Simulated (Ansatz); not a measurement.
# WS2 in Ansatz: a series of runs

Runs on WS2. Level: PBE. Tasks: single point.

All numbers are computed with Ansatz 0.2.0; they aren't measurements. Logs are shortened: lines on timing, memory, paths and dates and some standing lists are left out, and cuts for length are marked.

## 1. Starting point

The cell holds a slab with vacuum, 3 atoms: a = 3.184 Å, b = 3.184 Å, c = 16.951 Å, α = 90.00°, β = 90.00°, γ = 120.00°.

## 2. Single point, PBE, 46.62 Å³/atom (volume scaled by 0.94)

input.yaml reads:

```yaml
crystal:
  lattice:
    - [3.1185283984, 0.0, 0.0]
    - [-1.5592641992, 2.7007248154, 0.0]
    - [0.0, 0.0, 16.6045506357]
  atoms:
    - { symbol: W, position: [0.0, 0.0, 0.0] }
    - { symbol: S, position: [0.3333333333, 0.6666666667, 0.09200051] }
    - { symbol: S, position: [0.3333333333, 0.6666666667, 0.90799949] }
kpoints:
  mp_grid: { grid: [10, 10, 2] }
scf:
  occupations: { method: fermi_dirac, width: 0.05 }
hamiltonian:
  xc: pbe
  pseudopotentials: { kind: all_electron, lapw: { basis_error: 0.001 } }
output:
  forces: true
  stress: true
  eigenvalues: true
```

Potentials or basis: all-electron LAPW, scalar-relativistic.

Run with:

```console
$ ansatz run input.yaml --threads 2 --pin off --max-ram 6144MiB --backend cpu --events-out ev --progress --plain --runs-dir out
```

The program printed:

```text
Warning: RAYON_NUM_THREADS=2 ignored (pool sized by the plan → 2); use --threads N
LAPW: plane waves up to 8.861 Å⁻¹, error target 1.0e-3 eV per atom; small_component_spin mean_spin; S in spheres of 1.014 Å, 14 of its electrons in bands, Dirac shells []; W in spheres of 1.348 Å, 44 of its electrons in bands, Dirac shells [] (how accurate: hamiltonian.pseudopotentials.lapw.basis_error, Limitations)
Engine: ansatz 0.2.0, x86_64-unknown-linux-gnu
Pseudopotentials: kind: all_electron
Pseudopotential: W, LAPW, valence charge 44, lapw/all_electron/scalar/gaussian/W, Koelling and Harmon's equation, gaussian nucleus
Pseudopotential: S, LAPW, valence charge 14, lapw/all_electron/scalar/gaussian/S, Koelling and Harmon's equation, gaussian nucleus
Functional definition: PBE
  parameter kappa = 0.804
  parameter beta = 0.06672455060314922
  exchange = pbe_x(kappa = kappa, mu = beta*pi^2/3)
  correlation = pbe_c(beta = beta)
Crystal: 3 atoms, lattice volume = 139.848 Å³
Basis set: ecut = 299.14313380962096 eV, 1661 PW (Γ), exchange–correlation at level 2
Bands: 44, of which v1, the nominal top of the filled ones, is band 36 counted from 1 (35 counted from 0)
Symmetry: 12 space group operations
Space group: P-6m2 (ITA 187), of the structure as read, at distance tolerance 5.2e-5 Å
k-points: 28 of 200 (time reversal used)
Non-local potential: W, projectors of the file, none
Non-local potential: S, projectors of the file, none
Initial density: superposition of atomic densities (neutral atoms: chi_scale 0, normalization atom)
Initial wavefunctions: plane waves of lowest kinetic energy (no species holds an atomic orbital)
Functional: x = pbe(κ = 0.804, μ = 0.2195149727645171), c = pbe(β = 0.06672455060314922)
iter 1 solved again at ethr=1.50e-3 eV; its pass at ethr=1.00e-1 eV (dr2=1.08e0 eV) is discarded
SCF iter   1: F=—  HF=-460930.340241 eV  |F-HF|=—  |Δ(HF+E_count)|=         —  Δρ=2.43e-2  dr2=1.08e0  ethr=1.50e-3  ⟨swp⟩=2.0  Hψ=7888  notcnv=0
preconditioner: auto → Resta (q_TF=auto, 2.443 Å⁻¹)  ε∞=1.7  [insulator: Δε(μ)=1.979 eV  Ē_g=20.974 eV  σ=0.050 eV  W_gap=1.00  n_scr=30 (ndim 8)  ℏωp=17.8 eV  f_vac=0.641  D(μ)=0.00/eV (n_scr^D=0)  ε∞_Penn≈1.7  vacuum switching on, ρ_ref=3.2e-2 e/Å³]
SCF iter   2: F=—  HF=-460929.947354 eV  |F-HF|=—  |Δ(HF+E_count)|=   3.93e-1  Δρ=9.40e-3  dr2=1.74e-1  ethr=1.50e-3  ⟨swp⟩=3.1  Hψ=4050  notcnv=0
SCF iter   3: F=—  HF=-460929.939045 eV  |F-HF|=—  |Δ(HF+E_count)|=   8.31e-3  Δρ=6.95e-3  dr2=1.31e-1  ethr=2.41e-4  ⟨swp⟩=3.1  Hψ=4017  notcnv=0
iter 4 solved again at ethr=1.25e-5 eV; its pass at ethr=1.82e-4 eV (dr2=8.98e-3 eV) is discarded
SCF iter   4: F=—  HF=-460929.909871 eV  |F-HF|=—  |Δ(HF+E_count)|=   2.92e-2  Δρ=2.65e-3  dr2=8.98e-3  ethr=1.25e-5  ⟨swp⟩=2.0  Hψ=6087  notcnv=0
SCF iter   5: F=—  HF=-460929.910132 eV  |F-HF|=—  |Δ(HF+E_count)|=         —  Δρ=5.84e-4  dr2=3.99e-4  ethr=1.25e-5  ⟨swp⟩=2.0  Hψ=3445  notcnv=0
the basis was enlarged: its passes take 259.5 KiB over the memory plan, 2 of 2 planned eigensolver slots
SCF iter   6: F=—  HF=-460929.910036 eV  |F-HF|=—  |Δ(HF+E_count)|=   9.53e-5  Δρ=1.92e-4  dr2=4.01e-5  ethr=5.55e-7  ⟨swp⟩=2.5  Hψ=3466  notcnv=0
SCF iter   7: F=—  HF=-460929.910069 eV  |F-HF|=—  |Δ(HF+E_count)|=   3.31e-5  Δρ=2.53e-5  dr2=6.32e-7  ethr=5.57e-8  ⟨swp⟩=3.0  Hψ=3655  notcnv=0
SCF iter   8: F=-460929.910070 eV  HF=-460929.910070 eV  |F-HF|=6.70e-8  |Δ(HF+E_count)|=   7.72e-7  Δρ=7.01e-6  dr2=4.20e-8  ethr=8.78e-10  ⟨swp⟩=3.0  Hψ=3671  notcnv=0
SCF 1 converged in 8 iterations: F = -460929.910070 eV  dr2 = 4.20e-8
SCF converged after 8 iterations
Free energy (F): -460929.910070 eV
Harris-Foulkes:  -460929.910070 eV  (|F-HF|=6.70e-8)
Internal energy: -460929.910070 eV  (E = F + TS)
E sigma→0 (E₀):  -460929.910070 eV
Fermi energy:    2.671960 eV
--- Per-component energies (eV) ---
  E_band       = -8208.751646
  E_kinetic    = 513717.197168
  E_xc         = -10232.254296
  E_electrostatic = -964414.852942  (all electrons and nuclei)
  E_smearing   = -0.000000  (= −TS)
  E_closure    = 0.000000  (closes the sum)
  E_atoms      = -460907.953505  (free atoms, spherical and without spin; not in F)
  Σ components = -460929.910070   (vs F -460929.910070, Δ=0.00e0)
  Basis errors (estimates in eV, not in F): energy 4.9e-4 per atom: plane waves 4.4e-4 (2.6e-4 summed), levels above the bands 2.3e-64, relativity 2.5e-8, radial functions 4.6e-5, core shells 4.2e-8; eigenvalues (radial functions only) 1.9e-6; not estimated: angular momenta, meshes, grids; target (lapw.basis_error) 1.0e-3; muffin-tin radii S 1.014 Å, W 1.348 Å
--- Forces (eV/Å), atoms counted from 1 ---
  atom   1  W     -0.00000000    -0.00000000     0.00000000
  atom   2  S      0.00000000    -0.00000000     1.48640052
  atom   3  S      0.00000000    -0.00000000    -1.48640052
  max |Σ_I F_I| component: 4.63e-17 eV/Å
--- Stress (GPa, compression-positive) ---
        4.547479       0.000000       0.000000
        0.000000       4.547479       0.000000
        0.000000       0.000000       5.205418
  P = ⅓ Tr σ = 4.7668 GPa (47.668 kbar)
--- Band table (eV; the first three rows and the last of 28) ---
  k-point 0: bands = ["-416.1497", "-416.1492", "-416.1492", "-231.2140", "-231.2140", "-231.2055", "-231.2055", "-231.1943", "-203.7349", "-203.7349", "-148.5225", "-148.5225", "-148.5225", "-148.5225", "-148.4721", "-148.4721", "-72.1520", "-36.5153", "-36.3017", "-36.3017", "-26.3956", "-26.3956", "-26.3916", "-26.3725", "-26.3725", "-26.3709", "-26.3686", "-13.5369", "-11.6524", "-5.0279", "-1.4506", "-1.4506", "-0.5095", "-0.0781", "-0.0781", "1.6111", "4.7290", "4.7290", "5.0056", "5.0056", "6.7610", "7.1161", "7.3489", "8.3880"]
  k-point 1: bands = ["-416.1497", "-416.1492", "-416.1492", "-231.2140", "-231.2140", "-231.2055", "-231.2055", "-231.1943", "-203.7349", "-203.7349", "-148.5225", "-148.5225", "-148.5225", "-148.5225", "-148.4721", "-148.4721", "-72.1520", "-36.5153", "-36.3017", "-36.3017", "-26.3956", "-26.3956", "-26.3916", "-26.3725", "-26.3725", "-26.3709", "-26.3686", "-13.5369", "-11.6524", "-5.0279", "-1.4506", "-1.4506", "-0.5095", "-0.0781", "-0.0781", "1.6111", "4.7290", "4.7290", "5.0056", "5.0056", "6.8815", "6.8923", "7.4668", "8.4126"]
  k-point 2: bands = ["-416.1497", "-416.1492", "-416.1492", "-231.2140", "-231.2140", "-231.2055", "-231.2055", "-231.1943", "-203.7349", "-203.7349", "-148.5225", "-148.5225", "-148.5225", "-148.5225", "-148.4721", "-148.4721", "-72.1498", "-36.5075", "-36.3437", "-36.3114", "-26.3957", "-26.3950", "-26.3903", "-26.3732", "-26.3727", "-26.3703", "-26.3700", "-13.3553", "-11.5937", "-4.8227", "-1.8742", "-1.2703", "-1.1358", "-0.3502", "0.2497", "1.5236", "4.5729", "4.6082", "4.8384", "5.0662", "7.0616", "7.3203", "8.0362", "8.6617"]
  k-point 27: bands = ["-416.1497", "-416.1492", "-416.1492", "-231.2140", "-231.2140", "-231.2055", "-231.2055", "-231.1943", "-203.7349", "-203.7349", "-148.5226", "-148.5226", "-148.5226", "-148.5226", "-148.4721", "-148.4721", "-72.1265", "-36.6404", "-36.5478", "-36.4242", "-26.3947", "-26.3910", "-26.3860", "-26.3785", "-26.3772", "-26.3764", "-26.3640", "-10.8801", "-10.7674", "-4.4429", "-4.1649", "-2.8687", "-2.3085", "-1.7869", "-0.6313", "1.4550", "3.7922", "5.2085", "5.8735", "7.6213", "8.4701", "9.2211", "10.9010", "11.7909"]
```

It took 69 s on 2 threads of Intel Xeon at 2.50GHz (Skylake/Cascade Lake), shared host; peak memory 0.55 GiB.

Results:

```
Free energy            : -460929.9101 eV
Largest force          : 1.486 eV/Å
Band gap on the k mesh : 2.18 eV, indirect (least direct gap 2.34 eV)
```

Caveat: spin-orbit coupling is left out, which moves the levels of the heavy elements.

## 3. Single point, PBE, 47.61 Å³/atom (volume scaled by 0.96)

Changes to input.yaml since step 2:

```diff
@@ -2,5 +2,5 @@
   lattice:
-    - [3.1185283984, 0.0, 0.0]
-    - [-1.5592641992, 2.7007248154, 0.0]
-    - [0.0, 0.0, 16.6045506357]
+    - [3.1404905896, 0.0, 0.0]
+    - [-1.5702452948, 2.7197446309, 0.0]
+    - [0.0, 0.0, 16.7214879437]
   atoms:
```

Potentials or basis: all-electron LAPW, scalar-relativistic.

Run with:

```console
$ ansatz run input.yaml --threads 2 --pin off --max-ram 6144MiB --backend cpu --events-out ev --progress --plain --runs-dir out
```

It took 67 s on 2 threads of Intel Xeon at 2.50GHz (Skylake/Cascade Lake), shared host; peak memory 0.55 GiB.

It converged, with:

```
Free energy            : -460929.9840 eV
Largest force          : 1.046 eV/Å
Band gap on the k mesh : 2.12 eV, indirect (least direct gap 2.27 eV)
```

Caveat: spin-orbit coupling is left out, which moves the levels of the heavy elements.

## 4. Single point, PBE, 48.60 Å³/atom (volume scaled by 0.98)

Changes to input.yaml since step 3:

```diff
@@ -2,5 +2,5 @@
   lattice:
-    - [3.1404905896, 0.0, 0.0]
-    - [-1.5702452948, 2.7197446309, 0.0]
-    - [0.0, 0.0, 16.7214879437]
+    - [3.1621498298, 0.0, 0.0]
+    - [-1.5810749149, 2.7385020831, 0.0]
+    - [0.0, 0.0, 16.8368121945]
   atoms:
```

Run with:

```console
$ ansatz run input.yaml --threads 2 --pin off --max-ram 6144MiB --backend cpu --events-out ev --progress --plain --runs-dir out
```

Wall time 65 s (2 threads of Intel Xeon at 2.50GHz (Skylake/Cascade Lake), shared host); peak memory 0.55 GiB.

Results (log left out):

| Item | Value |
| --- | --- |
| Free energy | -460930.0309 eV |
| Largest force | 0.640 eV/Å |
| Band gap on the k mesh | 2.05 eV, indirect (least direct gap 2.21 eV) |

Caveat: spin-orbit coupling is left out, which moves the levels of the heavy elements.

## 5. Single point, PBE, 49.59 Å³/atom

Changes to input.yaml since step 4:

```diff
@@ -2,5 +2,5 @@
   lattice:
-    - [3.1621498298, 0.0, 0.0]
-    - [-1.5810749149, 2.7385020831, 0.0]
-    - [0.0, 0.0, 16.8368121945]
+    - [3.1835163552, 0.0, 0.0]
+    - [-1.5917581776, 2.7570060369, 0.0]
+    - [0.0, 0.0, 16.95057789]
   atoms:
```

Run with:

```console
$ ansatz run input.yaml --threads 2 --pin off --max-ram 6144MiB --backend cpu --events-out ev --progress --plain --runs-dir out
```

Run time: 70 s. Hardware: 2 threads of Intel Xeon at 2.50GHz (Skylake/Cascade Lake), shared host; peak memory 0.54 GiB.

The run converged. Its results:

```
Free energy            : -460930.0535 eV
Largest force          : 0.263 eV/Å
Band gap on the k mesh : 1.99 eV, indirect (least direct gap 2.15 eV)
```

Caveat: spin-orbit coupling is left out, which moves the levels of the heavy elements.

## 6. Single point, PBE, 50.58 Å³/atom (volume scaled by 1.02)

Changes to input.yaml since step 5:

```diff
@@ -2,5 +2,5 @@
   lattice:
-    - [3.1835163552, 0.0, 0.0]
-    - [-1.5917581776, 2.7570060369, 0.0]
-    - [0.0, 0.0, 16.95057789]
+    - [3.2045998594, 0.0, 0.0]
+    - [-1.6022999297, 2.7752648871, 0.0]
+    - [0.0, 0.0, 17.0628366442]
   atoms:
```

Potentials or basis: all-electron LAPW, scalar-relativistic.

Run with:

```console
$ ansatz run input.yaml --threads 2 --pin off --max-ram 6144MiB --backend cpu --events-out ev --progress --plain --runs-dir out
```

Wall time 67 s (2 threads of Intel Xeon at 2.50GHz (Skylake/Cascade Lake), shared host); peak memory 0.54 GiB.

Results (log left out):

* Free energy: -460930.0542 eV
* Largest force: 0.085 eV/Å
* Band gap on the k mesh: 1.94 eV, indirect (least direct gap 2.10 eV)

Caveat: spin-orbit coupling is left out, which moves the levels of the heavy elements.

## 7. Single point, PBE, 51.58 Å³/atom (volume scaled by 1.04)

Changes to input.yaml since step 6:

```diff
@@ -2,5 +2,5 @@
   lattice:
-    - [3.2045998594, 0.0, 0.0]
-    - [-1.6022999297, 2.7752648871, 0.0]
-    - [0.0, 0.0, 17.0628366442]
+    - [3.2254095325, 0.0, 0.0]
+    - [-1.6127047662, 2.7932865927, 0.0]
+    - [0.0, 0.0, 17.1736373894]
   atoms:
```

Run with:

```console
$ ansatz run input.yaml --threads 2 --pin off --max-ram 6144MiB --backend cpu --events-out ev --progress --plain --runs-dir out
```

It took 60 s on 2 threads of Intel Xeon at 2.50GHz (Skylake/Cascade Lake), shared host; peak memory 0.53 GiB.

The run converged. Its results:

- Free energy: -460930.0352 eV
- Largest force: 0.407 eV/Å
- Band gap on the k mesh: 1.88 eV, indirect (least direct gap 2.04 eV)

Caveat: spin-orbit coupling is left out, which moves the levels of the heavy elements.

## 8. Single point, PBE, 52.57 Å³/atom (volume scaled by 1.06)

Changes to input.yaml since step 7:

```diff
@@ -2,5 +2,5 @@
   lattice:
-    - [3.2254095325, 0.0, 0.0]
-    - [-1.6127047662, 2.7932865927, 0.0]
-    - [0.0, 0.0, 17.1736373894]
+    - [3.2459540962, 0.0, 0.0]
+    - [-1.6229770481, 2.8110787067, 0.0]
+    - [0.0, 0.0, 17.2830265641]
   atoms:
```

Run with:

```console
$ ansatz run input.yaml --threads 2 --pin off --max-ram 6144MiB --backend cpu --events-out ev --progress --plain --runs-dir out
```

Wall time 59 s (2 threads of Intel Xeon at 2.50GHz (Skylake/Cascade Lake), shared host); peak memory 0.52 GiB.

It converged, with:

| Property | Result |
| --- | --- |
| Free energy | -460929.9986 eV |
| Largest force | 0.705 eV/Å |
| Band gap on the k mesh | 1.83 eV, indirect (least direct gap 1.99 eV) |

Caveat: spin-orbit coupling is left out, which moves the levels of the heavy elements.
